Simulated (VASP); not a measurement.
Set up this calculation in VASP 6.6.1, as the native input.

| Quantity | Value |
| --- | --- |
| Task | relaxation of cell and atoms |
| Functional | revPBE |
| Dispersion | D3(BJ) |
| Potentials or basis | VASP PAW PBE potentials, release 64 (Ag) |
| Cutoff | 600 eV |
| k mesh | 11 × 11 × 11 |
| Occupations | fermi-dirac, width 0.05 eV |
| Spin | no spin polarisation |
| Further INCAR settings | ALGO = Fast; EDIFF = 1e-07; IBRION = 2; EDIFFG = -0.005; NSW = 40; ISIF = 3 |

The structure of Ag lies in POSCAR:

```
Ag
1.0
    0.0000000000      2.0427500000      2.0427500000
    2.0427500000      0.0000000000      2.0427500000
    2.0427500000      2.0427500000      0.0000000000
Ag
1
Direct
    0.0000000000      0.0000000000      0.0000000000
```

The input as run:

INCAR

```
PREC = Accurate
ENCUT = 600
EDIFF = 1E-7
ISMEAR = -1
SIGMA = 0.05
LREAL = False
LASPH = True
NELM = 100
ALGO = Fast
ISIF = 3
LWAVE = False
LCHARG = False
GGA = RE
IVDW = 12
IBRION = 2
NSW = 40
EDIFFG = -0.005
```

KPOINTS

```
regular mesh
0
Gamma
  11 11 11
```

Potentials or basis: VASP PAW PBE potentials, release 64 (Ag).

The run is started by

```bash
$ cat potpaw_PBE.64/Ag/POTCAR > POTCAR
$ mpirun -np 1 vasp_std > vasp.out
```

Results of the run:

| Property | Result |
| --- | --- |
| Relaxed volume | 16.46 Å³/atom |
| Relaxed cell | a = 2.855 Å, b = 2.855 Å, c = 2.855 Å, α = 60.00°, β = 60.00°, γ = 60.00° |
| Space group after relaxing (to 0.05 Å) | Fm-3m (No. 225) |
| Energy gained by relaxing | 7.2 meV/atom |
| Ionic steps | 3 |
| Pressure after relaxing | 0.0 GPa |
| Band gap on the k mesh | none (metal or under the smearing width) |
| Dispersion energy per atom | -1.169 eV |

Caveat: the PAW data sets were made with another functional, which shifts forces and pressure a little; pairwise dispersion overbinds metals, which lowers pressure and volume.

Wall time 16 s on 1 thread of Intel(R) Xeon(R) Platinum 8488C (Sapphire Rapids), with other jobs on the host, peak memory 0.16 GiB.
